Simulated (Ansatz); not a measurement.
# WS2 (Tungstenite): the cost of one run

Program: Ansatz 0.2.0. Level of theory: DFT r²SCAN, frozen-core PAW, scalar-relativistic unless said. These are calculated values, not measurements.

1 further run of the same task is left out (it didn't finish).

## 1. Starting point

The structure is trigonal, space group R3m (No. 160). The conventional cell has a = 3.158 Å, b = 3.158 Å, c = 18.490 Å, α = 90.00°, β = 90.00°, γ = 120.00°. W (site symmetry 3m) has 6 S at 2.39 to 2.42 Å as nearest neighbours. S (site symmetry 3m) is surrounded by 3 W at 2.39 Å. S (site symmetry 3m) has 3 W at 2.42 Å as nearest neighbours.

Structure file:

```cif
data_structure
_symmetry_space_group_name_H-M 'R3m:H'
_symmetry_Int_Tables_number 160
_cell_length_a 3.1580
_cell_length_b 3.1580
_cell_length_c 18.4900
_cell_angle_alpha 90.000
_cell_angle_beta 90.000
_cell_angle_gamma 120.000
_cell_volume 159.70
loop_
_atom_site_label
_atom_site_type_symbol
_atom_site_symmetry_multiplicity
_atom_site_Wyckoff_symbol
_atom_site_fract_x
_atom_site_fract_y
_atom_site_fract_z
_atom_site_occupancy
W1 W 3 a 0.00000 0.00000 0.00000 1
S1 S 3 a 0.00000 0.00000 0.24970 1
S2 S 3 a 0.33333 0.66667 0.08567 1
```

Cartesian axes are those of the input's lattice vectors. The structure goes back to a database entry.

## 2. Cell and atoms relaxed, PAW

input.yaml reads:

```yaml
crystal:
  lattice:
    - [1.57900000001, 0.91163607506, 6.1633333333]
    - [-1.57900000001, 0.91163607506, 6.1633333333]
    - [0.0, -1.82327215011, 6.1633333333]
  atoms:
    - { symbol: W, position: [0.0, 0.0, 0.0] }
    - { symbol: S, position: [0.7503, 0.7503, 0.7503] }
    - { symbol: S, position: [0.581, 0.581, 0.581] }
kpoints:
  mp_grid: { grid: [12, 12, 12] }
scf:
  occupations: { method: fermi_dirac, width: 0.1 }
hamiltonian:
  xc: r2scan
  pseudopotentials: { kind: paw }
relax:
  f_tol: 0.002
  max_steps: 80
  cell: {}
output:
  forces: true
  stress: true
```

The run is started by

```sh
ansatz run input.yaml --threads 1 --pin off --max-ram 3072MiB --backend cpu --events-out ev --progress --plain --runs-dir out
```

**Question.** How long does this run take on 1 thread of AMD EPYC 9R45 (Zen 5), shared host, and how much memory does it need?

About 90 s, with a peak of 0.69 GiB.
